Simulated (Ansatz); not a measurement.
## Phonons of Li2Se

Computed with Ansatz (plane waves, PAW, 420 eV cutoff): PBEsol, scalar-relativistic, no spin polarisation, Gaussian smearing of 0.05 eV; PAW files: Ansatz's generated set soft_2.

```xyz
3
Lattice="0.0000 2.9730 2.9730 2.9730 0.0000 2.9730 2.9730 2.9730 0.0000" Properties=species:S:1:pos:R:3 pbc="T T T"
Li    1.4865    1.4865    1.4865
Li    4.4595    4.4595    4.4595
Se    0.0000    0.0000    0.0000
```

The chain of runs began from a cell as deposited in COD, expanded in volume.

Force constants come from finite displacements in a 2×2×2 supercell (the unit cell's 8×8×8 k-mesh, folded to it); the long-range dipole term is included. Points in reciprocal vectors of this cell: Γ = (0.000, 0.000, 0.000), X = (0.500, 0.000, 0.500), U = (0.625, 0.250, 0.625), K = (0.375, 0.375, 0.750), L = (0.500, 0.500, 0.500), W = (0.500, 0.250, 0.750).

Is the structure dynamically stable along this path, and where does the spectrum end?

Yes: no branch is imaginary beyond numerical noise. The highest frequency is 462 cm⁻¹, at X. Points that don't fit the supercell are interpolated.

Frequencies at the named points (cm⁻¹, imaginary ones negative):
| point | ω (cm⁻¹) |
| --- | --- |
| Γ | 0 0 0 286 286 351 351 351 381 |
| X | 114 114 149 244 250 250 353 353 462 |
| U | 108 129 136 238 261 282 351 361 434 |
| K | 108 129 136 238 261 282 351 361 434 |
| L | 83 83 151 311 314 314 317 317 391 |
| W | 119 129 129 230 262 309 309 400 417 |

What does the harmonic approximation give for the vibrational free energy, entropy and heat capacity?

Zero-point energy 47.0 meV/atom.
| T (K) | F_vib (meV/atom) | S (J/K per mole of atoms) | C_V (J/K per mole of atoms) |
| --- | --- | --- | --- |
| 100 | 44.5 | 6.8 | 10.5 |
| 200 | 32.0 | 17.0 | 18.6 |
| 300 | 10.0 | 25.2 | 21.7 |
| 400 | -19.6 | 31.7 | 23.0 |
| 500 | -55.3 | 36.9 | 23.7 |
| 600 | -95.8 | 41.3 | 24.1 |
| 700 | -140.6 | 45.0 | 24.3 |
| 800 | -188.9 | 48.2 | 24.4 |
| 900 | -240.4 | 51.1 | 24.5 |
| 1000 | -294.8 | 53.7 | 24.6 |

The highest mode, 462 cm⁻¹, is worth 660 K. At 300 K the heat capacity has reached 87 % of the classical limit 3R = 24.9 J/K per mole of atoms, since the stiffer modes are still partly frozen out.

It ran for 100 s on 4 threads of Intel(R) Xeon(R) Processor @ 2.50GHz (Skylake/Cascade Lake), with other jobs on the host, peak memory 1.6 GiB.

